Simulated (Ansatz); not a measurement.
A crystal relaxed with r2SCAN in the plane-wave code Ansatz has space group P6_3/mmc (No. 194) and a = 4.442 Å, c = 7.789 Å.

| atom | site | x | y | z |
| --- | --- | --- | --- | --- |
| Ba | 2a | 0.0000 | 0.0000 | 0.0000 |
| Xx | 2c | 0.3333 | 0.6667 | 0.2500 |

The r2SCAN gap is indirect, 2.80 eV (Γ to M), below the direct gap of 2.81 eV at Γ. Least and direct gap differ so little that the kind isn't settled. The lowest empty level at Γ lies only 7 meV higher, so the place of the conduction bottom isn't settled. The HSE06 gap is indirect, 3.37 eV (Γ to M), below the direct gap of 3.40 eV at Γ. The lowest empty level at Γ lies only 39 meV higher, so the place of the conduction bottom isn't settled. The PBE gap is indirect, 2.418 eV (Γ to M), below the direct gap of 2.422 eV at Γ. Least and direct gap differ so little that the kind isn't settled. The lowest empty level at Γ lies only 4 meV higher, so the place of the conduction bottom isn't settled. Meshes: r2SCAN 6×6×4, HSE06 6×6×2, PBE 6×6×4. r2SCAN's ε∞ is 4.4 along x and y, 4.5 along z.

Q: Which element is Xx?
A. S
B. Se
C. O
D. Te

A: A. Xx is S: BaS built on the NiAs prototype. Ba is surrounded by 6 S at 3.22 Å; S is surrounded by 6 Ba at 3.22 Å.

Note: simulated data, non-magnetic, for a generated structure that need not be the stable one.

The runs are scalar-relativistic, without spin-orbit coupling.

The meshes of the hybrids are coarse, so their gaps aren't converged to the digits shown.
